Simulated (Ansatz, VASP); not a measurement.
## Two plane-wave programs on W

File INCAR:

```
PREC = Accurate
ENCUT = 520
EDIFF = 1E-8
ISMEAR = -1
SIGMA = 0.03
LREAL = F
LASPH = T
NELM = 60
ALGO = Normal
ISIF = 2
LWAVE = F
LCHARG = F
GGA = PE
LEFG = T
NBANDS = 13
```

Contents of KPOINTS:

```
regular mesh
0
Gamma
  14 14 14
```

The input POSCAR:

```
W
1.0
   -1.5973000000      1.5973000000      1.5973000000
    1.5973000000     -1.5973000000      1.5973000000
    1.5973000000      1.5973000000     -1.5973000000
W
1
Direct
    0.0000000000      0.0000000000      0.0000000000
```

Input for Ansatz:

```yaml
crystal:
  lattice:
    - [-1.5973, 1.5973, 1.5973]
    - [1.5973, -1.5973, 1.5973]
    - [1.5973, 1.5973, -1.5973]
  atoms:
    - { symbol: W, position: [0.0, 0.0, 0.0] }
kpoints:
  mp_grid: { grid: [14, 14, 14] }
  band_path:
    path:
      - [0.0, 0.0, 0.0]
      - [0.5, -0.5, 0.5]
      - [0.0, 0.0, 0.5]
      - [0.0, 0.0, 0.0]
      - [0.25, 0.25, 0.25]
      - [0.5, -0.5, 0.5]
      - [0.25, 0.25, 0.25]
      - [0.0, 0.0, 0.5]
    npoints: 8
scf:
  occupations: { method: fermi_dirac, width: 0.03 }
hamiltonian:
  xc: pbe
  pseudopotentials: { kind: paw }
output:
  forces: true
  stress: true
  eigenvalues: true
  efg: { contact_densities: true }
  populations: true
  bader: true
  dos: { projected: true, de: 0.2, e_range: [-14, 8] }
```

Alike in both runs: task electric field gradients; functional PBE; k mesh 14 × 14 × 14; occupations fermi-dirac, width 0.03 eV; no spin polarisation.

|  | VASP | Ansatz |
| --- | --- | --- |
| version | VASP 6.6.1 | Ansatz 0.2.0 |
| potentials or method | VASP PAW PBE potentials, release 64 (W_sv) | PAW with Ansatz's default frozen-core files, scalar-relativistic |
| plane-wave cutoff (eV) | 520 | 420 |
| valence electrons in the cell | 14 | 14 |

```csv
,VASP,Ansatz,Ansatz less VASP
pressure (GPa),-2.1,-2.6,-0.45
Vzz of the field gradient on the site that differs most (V/Å²),0.0,0.0,0.00
```

Ansatz warned: «gradients_without_spin_orbit».

The runs have no spin-orbit coupling, so splittings on W are missing.
